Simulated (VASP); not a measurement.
The system is Te.

```
Te
1.0
     4.31392    0.00000    0.00000
    -2.15696    3.73597    0.00000
     0.00000    0.00000    5.96924
Te
3
Cartesian
  1.2298 0.0000 1.9897
  -0.6149 1.0651 3.9795
  1.5420 2.6709 0.0000
```

Base run:

```yaml
Program: VASP 6.6.1
Functional: PBE
Potentials_or_basis: VASP PAW PBE potentials, release 64 (Te)
Cutoff: 300 eV
k_mesh: 11 × 11 × 8
Occupations: methfessel-paxton, width 0.1 eV
Spin: no spin polarisation
```

Its results: band gap on the k mesh 0.30 eV, indirect (least direct gap 0.39 eV); pressure 2.4 GPa; largest force 0.009 eV/Å.

Q: After a change of settings the same cell gave: band gap on the k mesh 0.29 eV, indirect (least direct gap 0.38 eV); pressure -0.1 GPa; largest force 0.008 eV/Å. Which change was it?
A. functional from PBE to LDA; potentials or basis from VASP PAW PBE potentials, release 64 (Te) to VASP PAW LDA potentials, release 64 (Te); cutoff from 300 eV to 450 eV
B. functional from PBE to PBEsol; cutoff from 300 eV to 600 eV
C. functional from PBE to r2SCAN; cutoff from 300 eV to 450 eV
D. cutoff from 300 eV to 450 eV

A: B.

PBEsol binds more tightly than PBE, so the same cell stands under less pressure.

Caveats: spin-orbit coupling is left out, which moves the levels of the heavy elements; an odd mesh through Γ misses points on the zone boundary, where band edges often lie; the PAW data sets were made with another functional, which shifts forces and pressure a little (some runs).
